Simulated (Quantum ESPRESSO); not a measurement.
Runs of Quantum ESPRESSO 7.5 on TiB2. It takes space group P6/mmm (No. 191, hexagonal). Conventional cell: a = 3.029 Å, b = 3.029 Å, c = 3.228 Å, α = 90.00°, β = 90.00°, γ = 120.00°. Ti (site symmetry 6/mmm) has 12 B at 2.38 Å as nearest neighbours. B (site symmetry -6m2) has 3 B at 1.75 Å as nearest neighbours. 

```csv
task,level,potentials or basis,k mesh,cutoff (eV),form of the LDA correlation,SCF threshold,symmetry,gap on the mesh (eV),pressure (GPa),V0 of scaled cells (Å³/atom),B0 (GPa)
band structure,LDA,GBRV 1.5 LDA,10 × 10 × 8,612,PZ81,6e-10 Ry,-,none,-10.5,-,-
equation of state,r2SCAN,SG15 PBE 1.2,8 × 8 × 6,952,-,1e-08 Ry,off,-,-,(b),263
single point,PBEsol,GBRV 1.5 PBEsol,10 × 10 × 8,612,-,6e-10 Ry,-,none,-4.9,-,-
equation of state,LDA,GBRV 1.5 LDA,10 × 10 × 8,612,PZ81,6e-10 Ry,-,-,-,(a),(c)
equation of state,PBEsol,GBRV 1.5 PBEsol,10 × 10 × 8,612,-,6e-10 Ry,-,-,-,8.39,266
```

Alike in all rows: no spin polarisation; cell as given; smearing fermi-dirac 0.05 eV.

Question: Estimate the missing entries.

Answer: (a) 8.21; (b) 8.47; (c) 279.

Caveats: the cell was scaled at fixed shape and fractional positions, which overstates the stiffness of a crystal with free parameters, most of all of layers and chains (some runs); the potentials were made for another functional, which shifts forces and pressure (some runs).

A gap of «none» marks a metal or a gap under the smearing width.
